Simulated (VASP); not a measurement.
FeO (Wuestite):

```
CELL_PARAMETERS angstrom
0.00000 2.15540 2.15540
2.15540 0.00000 2.15540
2.15540 2.15540 0.00000
ATOMIC_POSITIONS crystal
Fe 0.00000 0.00000 0.00000
O 0.50000 0.50000 0.50000
```

```yaml
Program: VASP 6.6.1
Task: relaxation of cell and atoms
Functional: r2SCAN
Potentials_or_basis: VASP PAW PBE potentials, release 64 (Fe, O)
Cutoff: 600 eV
k_mesh: 8 × 8 × 8
Occupations: fermi-dirac, width 0.05 eV
Spin: collinear spin, ferromagnetic start
Starting_moments: "[3.0, 0.0] μB"
```

At the start: pressure -6.2 GPa; volume 10.01 Å³/atom.

Task: Where does the relaxation end?

Result: Over 3 steps the energy falls by 6.2 meV/atom and the volume is 9.70 Å³/atom (-3.1 %); space group Fm-3m (No. 225, to 0.05 Å); moment 4.00 μB per cell.

Step by step:
```csv
step,energy change (eV),largest force (eV/Å),pressure (GPa),volume (Å³)
1,0.0000,0.0000,-6.19,20.03
2,-0.0045,0.0000,5.51,18.93
3,-0.0125,0.0000,-0.01,19.40
```

Final structure:
```xyz
2
Lattice="0.0000 2.1328 2.1328 2.1328 0.0000 2.1328 2.1328 2.1328 0.0000" Properties=species:S:1:pos:R:3 pbc="T T T"
Fe    0.0000    0.0000    0.0000
O     2.1328    2.1328    2.1328
```

Caveat: the PAW data sets were made with another functional, which shifts forces and pressure a little; a cell with one magnetic atom can't hold antiferromagnetic order, which such compounds often take.
